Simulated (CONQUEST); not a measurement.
Runs of CONQUEST 1.3 on N. Symmetry: P4_2/mnm, No. 136, tetragonal system. The conventional cell has a = 4.084 Å, b = 4.084 Å, c = 5.346 Å, α = 90.00°, β = 90.00°, γ = 90.00°. N (site symmetry m2m) is surrounded by 1 N at 1.11 Å. 

```tsv
task	level	potentials or basis	cell	k mesh	smearing	other keys	gap on the mesh (eV)	pressure (GPa)	largest force (eV/Å)
single point	PBE	PseudoDojo NC PBE, DZP, grid cutoff 100 Ha	as given	6 × 6 × 4	fermi-dirac 0.027 eV	-	(b)	3.5	2.51
single point	PBE	PseudoDojo NC PBE, DZP, grid cutoff 150 Ha	as given	7 × 7 × 5	fermi-dirac 0.05 eV	-	6.98	3.5	2.48
density of states	PBEsol	PseudoDojo NC PBEsol, DZP, grid cutoff 200 Ha	atoms moved at random, drawn with an rms of 0.1 Å	4 × 4 × 3	fermi-dirac 0.1 eV	SC.LateStageReset = 10	6.03	-	-
single point	PBE	PseudoDojo NC LDA, SZP, grid cutoff 150 Ha	as given	4 × 4 × 3	methfessel-paxton of order 1 0.05 eV	-	(a)	12.1	9.37
density of states	OLYP	PseudoDojo NC PBE, SZ, grid cutoff 120 Ha	atoms moved at random, drawn with an rms of 0.15 Å	4 × 4 × 3	fermi-dirac 0.1 eV	-	6.29	-	-
```

Alike in all rows: no spin polarisation.

Question: Estimate the missing entries.

Answer: (a) 6.92; (b) 6.96.

Caveats: the basis of atomic orbitals isn't converged, which shifts pressures, moduli and gaps; an odd mesh through Γ misses points on the zone boundary, where band edges often lie (some runs); forces of over 1 eV/Å show positions far from the minimum, so gaps and moduli don't describe the material at rest (some runs); the potentials were made for another functional, which shifts forces and pressure (some runs); the atomic basis is small (some runs).
